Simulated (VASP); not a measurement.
# CdF2 in VASP: one cell, several levels of theory

Aim: gap, levels, forces and stress of CdF2 built on the fluorite prototype, under -2.5 % equal strain in all directions at fixed geometry. Runs: PBE, r2SCAN. The results are then set beside those of Ansatz 0.2.0 for the same cell.

Code: VASP 6.6.1. PAW datasets, plane waves. The values are computed, spin-unpolarised, and not measurements.

**1. Starting point**

The cell comes from an earlier relaxation with r2SCAN in another program.

The symmetry is Fm-3m (No. 225, cubic); conventional cell a = 5.254 Å, 12.08 Å³ an atom. Around Cd lie 8 F at 2.27 Å; around F lie 4 Cd at 2.27 Å.

As a file:

Space group Fm-3m (No. 225). a = 5.254 Å, b = 5.254 Å, c = 5.254 Å, α = 90.00°, β = 90.00°, γ = 90.00°
```csv
atom,site,symmetry,x,y,z
Cd,4a,m-3m,0.0000,0.0000,0.0000
F,8c,-43m,0.2500,0.7500,0.7500
```

**2. PBE**

Input file INCAR:

```
ENCUT = 520.000000
SIGMA = 0.020000
EDIFF = 1.00e-07
GGA = PE
PREC = Accurate
IBRION = -1
ISIF = 2
ISMEAR = -1
NBANDS = 20
NELM = 120
NSW = 0
LASPH = .TRUE.
LCHARG = .FALSE.
LWAVE = .FALSE.
LREAL = .FALSE.
```

Input file KPOINTS:

```
KPOINTS created by Atomic Simulation Environment
0
Gamma
8 8 8
0 0 0
```

Input file KPOINTS_OPT:

```
special points
7
Reciprocal
0.0000000000 0.0000000000 0.0000000000 1
0.5000000000 0.0000000000 0.5000000000 1
0.6250000000 0.2500000000 0.6250000000 1
0.3750000000 0.3750000000 0.7500000000 1
0.5000000000 0.5000000000 0.5000000000 1
0.5000000000 0.2500000000 0.7500000000 1
0.2500000000 -0.5000000000 -0.2500000000 1
```

Input file POSCAR:

```
Cd F
 1.0000000000000000
     0.0000000000000000    2.6268232390000001    2.6268232390000001
     2.6268232390000001    0.0000000000000000    2.6268232390000001
     2.6268232390000001    2.6268232390000001    0.0000000000000000
 Cd  F
   1   2
Cartesian
  0.0000000000000000  0.0000000000000000  0.0000000000000000
  1.3134116194999998  1.3134116194999998  1.3134116194999998
  3.9402348585000002  3.9402348585000002  3.9402348585000002
```

Potentials: the recommended PBE PAW datasets, 26 valence electrons in the neutral cell.

On the command line:

```sh
$ mpirun -np 1 vasp_std
```

**3. Single point with r2SCAN**

Input file INCAR:

```
ENCUT = 520.000000
SIGMA = 0.010000
EDIFF = 1.00e-07
ALGO = Normal
METAGGA = R2SCAN
PREC = Accurate
IBRION = -1
ISIF = 2
ISMEAR = 0
NBANDS = 20
NELM = 120
NSW = 0
LASPH = .TRUE.
LCHARG = .TRUE.
LELF = .TRUE.
LWAVE = .FALSE.
LREAL = .FALSE.
```

KPOINTS is that of step 2.

KPOINTS_OPT is that of step 2.

POSCAR is that of step 2.

What does the calculation give? Wanted: for each run, gap; pressure; Ansatz: gap; Ansatz: pressure.

As calculated:

| level | gap (eV) | pressure (GPa) | Ansatz: gap (eV) | Ansatz: pressure (GPa) |
| --- | --- | --- | --- | --- |
| PBE | 3.34 | 17.35 | 3.38 | 16.15 |
| r2SCAN | 4.03 | 11.85 | 4.08 | 10.30 |

The gap spans 3.34 eV (PBE) to 4.03 eV (r2SCAN). The pressure is highest with PBE (17.3 GPa) and lowest with r2SCAN (11.9 GPa), which orders the cells that they would relax to. The two programs agree on the gap within 0.06 eV, far less than the spread between functionals. Datasets and cutoffs are each program's own. VASP's cell holds 26 valence electrons and Ansatz's 34.
